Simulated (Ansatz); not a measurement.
**Relaxing SnS$_{2}$ in the CdI2 type**

First guess:

```yaml
crystal:
  lattice:
    - [3.53439, 0.00000, 0.00000]
    - [-1.76720, 3.06088, 0.00000]
    - [0.00000, 0.00000, 5.65503]
  atoms:
    - { symbol: Sn, position: [0.00000, 0.00000, 0.00000] }
    - { symbol: S, position: [0.33333, 0.66667, 0.25000] }
    - { symbol: S, position: [0.66667, 0.33333, 0.75000] }
```

Computed with DFT, PBE, PAW with Ansatz's default frozen-core files, scalar-relativistic in Ansatz 0.2.0.

Cell and atoms relax within the symmetry of the start on a 12×12×7 k mesh with 0.05 eV Fermi–Dirac smearing.

The start is built from a prototype, known or not as a phase of this compound; the cutoff is 420 eV.

No spin–orbit coupling, which matters for the heavy atoms here.

(1) What is the pressure of the first guess?

(2) What does it relax to?

(3) How much energy does the relaxation release?

Results:

(1) 15.02 GPa.

(2) a = 3.702 Å, b = 3.702 Å, c = 6.925 Å, α = 90.00°, β = 90.00°, γ = 120.00° (conventional cell), 27.40 Å³ per atom:
Space group P-3m1 (No. 164). a = 3.702 Å, b = 3.702 Å, c = 6.925 Å, α = 90.00°, β = 90.00°, γ = 120.00°
```tsv
atom	site	symmetry	x	y	z
Sn	1a	-3m.	0.0000	0.0000	0.0000
S	2d	3m.	0.3333	0.6667	0.2135
```

(3) 145 meV/atom.
